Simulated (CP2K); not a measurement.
# Pd (Fm-3m) in CP2K: settings compared, part 2 of 2

CP2K 2026.2.

### 4 Single point, RPBE+D3(BJ)

pd_scf.inp reads:

```
&GLOBAL
  PROJECT pd_scf
  RUN_TYPE ENERGY_FORCE
  PRINT_LEVEL LOW
&END GLOBAL
&FORCE_EVAL
  METHOD QS
  STRESS_TENSOR ANALYTICAL
  &DFT
    BASIS_SET_FILE_NAME BASIS_MOLOPT_UZH
    POTENTIAL_FILE_NAME POTENTIAL_UZH
    &MGRID
      CUTOFF 500
      REL_CUTOFF 60
      NGRIDS 5
    &END MGRID
    &QS
      METHOD GPW
      EPS_DEFAULT 1.0E-10
    &END QS
    &KPOINTS
      SCHEME MONKHORST-PACK 12 12 12
      GAMMA_CENTERED T
      SYMMETRY T
      SYMMETRY_BACKEND SPGLIB
    &END KPOINTS
    &SCF
      SCF_GUESS ATOMIC
      EPS_SCF 1.0E-6
      MAX_SCF 100
      ADDED_MOS 11
      CHOLESKY OFF
      EPS_EIGVAL 1.0E-7
      &DIAGONALIZATION ON
        ALGORITHM STANDARD
      &END DIAGONALIZATION
      &MIXING ON
        METHOD BROYDEN_MIXING
        ALPHA 0.4
        BETA 1.5
        NBUFFER 8
      &END MIXING
      &SMEAR ON
        METHOD FERMI_DIRAC
        ELECTRONIC_TEMPERATURE [K] 580.226
      &END SMEAR
    &END SCF
    &XC
      &XC_FUNCTIONAL
        &GGA_X_RPBE
        &END GGA_X_RPBE
        &GGA_C_PBE
        &END GGA_C_PBE
      &END XC_FUNCTIONAL
      &VDW_POTENTIAL
        POTENTIAL_TYPE PAIR_POTENTIAL
        &PAIR_POTENTIAL
          TYPE DFTD3(BJ)
          REFERENCE_FUNCTIONAL RPBE
          PARAMETER_FILE_NAME dftd3.dat
          R_CUTOFF 20
          D3_REFERENCE_CODE T
        &END PAIR_POTENTIAL
      &END VDW_POTENTIAL
    &END XC
    &PRINT
      &KPOINTS ON
      &END KPOINTS
      &MULLIKEN ON
      &END MULLIKEN
      &MO ON
        ENERGIES T
        OCCUPATION_NUMBERS T
        &EACH
          QS_SCF 0
        &END EACH
        ADD_LAST NUMERIC
      &END MO
      &LOWDIN ON
      &END LOWDIN
      &HIRSHFELD ON
        SHAPE_FUNCTION DENSITY
      &END HIRSHFELD
    &END PRINT
  &END DFT
  &SUBSYS
    &CELL
      A 2.7527666992 0.0000000000 0.0000000000
      B 1.3763833496 2.3839658922 0.0000000000
      C 1.3763833496 0.7946552974 2.2476245980
      PERIODIC XYZ
    &END CELL
    &COORD
      Pd  0.0000000000 0.0000000000 0.0000000000
    &END COORD
    &KIND Pd
      BASIS_SET TZVP-MOLOPT-PBE-GTH-q18
      POTENTIAL GTH-PBE-q18
    &END KIND
    &PRINT
      &ATOMIC_COORDINATES ON
      &END ATOMIC_COORDINATES
      &CELL ON
      &END CELL
    &END PRINT
  &END SUBSYS
  &PRINT
    &FORCES ON
    &END FORCES
    &STRESS_TENSOR ON
    &END STRESS_TENSOR
  &END PRINT
&END FORCE_EVAL
```

Potentials or basis: POTENTIAL_UZH Pd GTH-PBE-q18; TZVP-MOLOPT-PBE-GTH basis.

Command:

```
> OMP_NUM_THREADS=1 cp2k.psmp -i pd_scf.inp -o pd_scf.out
```

pd_scf.out:

```text

 CP2K| version string:                                       CP2K version 2026.2
 CP2K| Input file name                                                pd_scf.inp

 GLOBAL| Force Environment number                                              1
 GLOBAL| Basis set file name                                    BASIS_MOLOPT_UZH
 GLOBAL| Potential file name                                       POTENTIAL_UZH
 GLOBAL| MM Potential file name                                     MM_POTENTIAL
 GLOBAL| Coordinate file name                                      __STD_INPUT__
 GLOBAL| Method name                                                        CP2K
 GLOBAL| Project name                                                     pd_scf
 GLOBAL| Run type                                                   ENERGY_FORCE
 GLOBAL| FFT library                                                       FFTW3
[... 8 lines left out ...]
 GLOBAL| CPU model name                                                  UNKNOWN

 CELL| Volume [angstrom^3]:                                            14.750041
 CELL| Vector a [angstrom]:       2.753     0.000     0.000   |a| =     2.752767
 CELL| Vector b [angstrom]:       1.376     2.384     0.000   |b| =     2.752767
 CELL| Vector c [angstrom]:       1.376     0.795     2.248   |c| =     2.752767
 CELL| Angle (b,c), alpha [degree]:                                    60.000000
 CELL| Angle (a,c), beta  [degree]:                                    60.000000
 CELL| Angle (a,b), gamma [degree]:                                    60.000000
 CELL| Numerically orthorhombic:                                              NO
 CELL| Periodicity                                                           XYZ

 CELL_REF| Volume [angstrom^3]:                                        14.750041
 CELL_REF| Vector a [angstrom     2.753     0.000     0.000   |a| =     2.752767
 CELL_REF| Vector b [angstrom     1.376     2.384     0.000   |b| =     2.752767
 CELL_REF| Vector c [angstrom     1.376     0.795     2.248   |c| =     2.752767
 CELL_REF| Angle (b,c), alpha [degree]:                                60.000000
 CELL_REF| Angle (a,c), beta  [degree]:                                60.000000
 CELL_REF| Angle (a,b), gamma [degree]:                                60.000000
 CELL_REF| Numerically orthorhombic:                                          NO
 CELL_REF| Periodicity                                                       XYZ
[... 9 lines left out ...]
 TOTAL NUMBERS AND MAXIMUM NUMBERS

  Total number of            - Atomic kinds:                                   1
                             - Atoms:                                          1
                             - Shell sets:                                     1
                             - Shells:                                        11
[... 137 lines left out ...]
  Total energy (extrapolated to T->0):                       -126.81284377724053

 MO| EIGENVALUES AND OCCUPATION NUMBERS FOR K POINT 1
 MO|
 MO|  Index      Eigenvalue [a.u.]        Eigenvalue [eV]             Occupation
 MO|      1              -2.535434             -68.992678               2.000000
 MO|      2              -1.287566             -35.036442               2.000000
 MO|      3              -1.275258             -34.701540               2.000000
 MO|      4              -1.275258             -34.701540               2.000000
 MO|      5               0.357704               9.733631               2.000000
 MO|      6               0.447035              12.164436               2.000000
[... 350 lines left out ...]
 MO|     19               2.043074              55.594857               0.000000
 MO|     20               2.108238              57.368061               0.000000
 MO| Sum:                                                              17.999999
 MO| E(Fermi):            0.550994 a.u.         14.993319 eV

 [... the levels of further k-points ...]

 !-----------------------------------------------------------------------------!
                     Mulliken Population Analysis

 #  Atom  Element  Kind  Atomic population                           Net charge
       1     Pd       1         18.000000                              0.000000
 # Total charge                             18.000000                  0.000000

 !-----------------------------------------------------------------------------!

 !-----------------------------------------------------------------------------!
                           Hirshfeld Charges

  #Atom  Element  Kind  Ref Charge     Population                    Net charge
      1       Pd     1      18.000         18.000                        -0.000

  Total Charge                                                           -0.000
 !-----------------------------------------------------------------------------!

 LOWDIN POPULATION ANALYSIS

 #  Atom  Element  Kind  Atomic population                           Net charge
       1     Pd       1         18.000000                              0.000000
 # Total charge                             18.000000                  0.000000

 ENERGY| Total FORCE_EVAL ( QS ) energy [hartree]           -126.813201550269568

 FORCES| Atomic forces [hartree/bohr]
 FORCES|   Atom     x               y               z               |f|
 FORCES|      1 -3.10354711E-14 -1.71010033E-14 -1.43394420E-14   3.82264879E-14
 FORCES| Sum    -3.10354711E-14 -1.71010033E-14 -1.43394420E-14
 FORCES| Total atomic force                                       3.82264879E-14

 STRESS| Analytical stress tensor [bar]
 STRESS|                        x                   y                   z
 STRESS|      x       -2.79363162858E+05   2.51198056141E-01   1.75778824418E-01
 STRESS|      y        2.51198056141E-01  -2.79363446941E+05   1.06683907885E-01
 STRESS|      z        1.75778824418E-01   1.06683907885E-01  -2.79363519578E+05
 STRESS| 1/3 Trace                                            -2.79363376459E+05
 STRESS| Determinant                                          -2.18026063283E+16

 STRESS| Eigenvectors and eigenvalues of the analytical stress tensor [bar]
 STRESS|                        1                   2                   3
 STRESS| Eigenvalues  -2.79363596567E+05  -2.79363589797E+05  -2.79362943013E+05
 STRESS|      x          -0.176660150348     -0.555309881528      0.812663599995
 STRESS|      y           0.750575681986      0.458113584855      0.476201731395
 STRESS|      z          -0.636731762119      0.694091405255      0.335871678264
```

Wall time 2.2 min (1 thread of Arm Neoverse V2, shared host); peak memory 0.31 GiB.

Results:

```
Free energy            : -3450.7627 eV
Pressure               : -27.9 GPa
Band gap on the k mesh : none (metal or under the smearing width)
```

Levels at points of the mesh, in eV from the Fermi level:
| k point | band 5 | band 6 | band 7 | band 8 | band 9 | band 10 | band 11 | band 12 | band 13 | band 14 |
| --- | --- | --- | --- | --- | --- | --- | --- | --- | --- | --- |
| (0.00, 0.00, 0.00) | -7.13 | -2.84 | -2.84 | -2.84 | -1.21 | -1.21 | 18.06 | 22.61 | 22.61 | 22.61 |
| (0.00, 0.00, 0.50) | -5.31 | -2.89 | -2.89 | 0.00 | 0.00 | 0.98 | 7.42 | 17.68 | 21.27 | 21.27 |
| (0.00, 0.50, 0.50) | -5.41 | -5.13 | -0.03 | 0.31 | 0.31 | 3.33 | 10.90 | 13.25 | 13.25 | 22.30 |

Caveat: the potentials were made for another functional, which shifts forces and pressure; the basis of atomic orbitals isn't converged, which shifts pressures, moduli and gaps; pairwise dispersion overbinds metals, which lowers pressure and volume.

### 5 Summary

```tsv
level	D3 from the s-dftd3 library (D3_REFERENCE_CODE)	cutoff radius of the dispersion sum (A)	gap on the mesh (eV)	pressure (GPa)
RPBE	-	-	none	13.7
RPBE+D3	yes	20	none	5.1
RPBE+D3(BJ)	yes	20	none	-27.9
```

Alike in all rows: task single point; potentials or basis POTENTIAL_UZH Pd GTH-PBE-q18; TZVP-MOLOPT-PBE-GTH basis; no spin polarisation; cell as given; k mesh 12 × 12 × 12; smearing fermi-dirac 0.05 eV.

Caveats: the potentials were made for another functional, which shifts forces and pressure; the basis of atomic orbitals isn't converged, which shifts pressures, moduli and gaps; pairwise dispersion overbinds metals, which lowers pressure and volume (some runs).

Total energies depend on the potentials used, so only differences within one code and one set of settings carry meaning.
